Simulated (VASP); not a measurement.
# Yb under changes of volume

One of the cells (40.633 Å³/atom); the others are scaled copies at fixed shape and fractional positions:

```
Yb
1.0
    -2.16573    2.16573    2.16573
     2.16573   -2.16573    2.16573
     2.16573    2.16573   -2.16573
Yb
1
Cartesian
  0.0000 0.0000 0.0000
```

This isn't the form of Yb at room conditions, which is fcc.

| Quantity | Value |
| --- | --- |
| Program | VASP 6.6.1 |
| Functional | PBE |
| Potentials or basis | VASP PAW PBE potentials, release 64 (Yb) |
| Cutoff | 520 eV |
| k mesh | 9 × 9 × 9 |
| Occupations | fermi-dirac, width 0.05 eV |
| Spin | collinear spin, ferromagnetic start |
| Starting moments | [1.0] μB |

```csv
volume (Å³/atom),energy over the lowest point (meV/atom),pressure (GPa)
38.242,0.00,-1.7
39.039,9.93,-3.1
40.633,33.66,-2.8
41.429,47.04,-4.1
42.226,?,?
```

Task: What does the run at 42.226 Å³/atom give?

Result: Energy over the lowest point 61.42 meV/atom; pressure -2.8 GPa.

Worked out: A Birch-Murnaghan fit of order 2 (a polynomial in V^(-2/3)) to the other rows has no minimum within the range. It gives 61.40 meV/atom at 42.226 Å³/atom, against the run's 61.42, and -dE/dV = -3.0 GPa, against -2.8.

Energies are extrapolated to zero smearing.
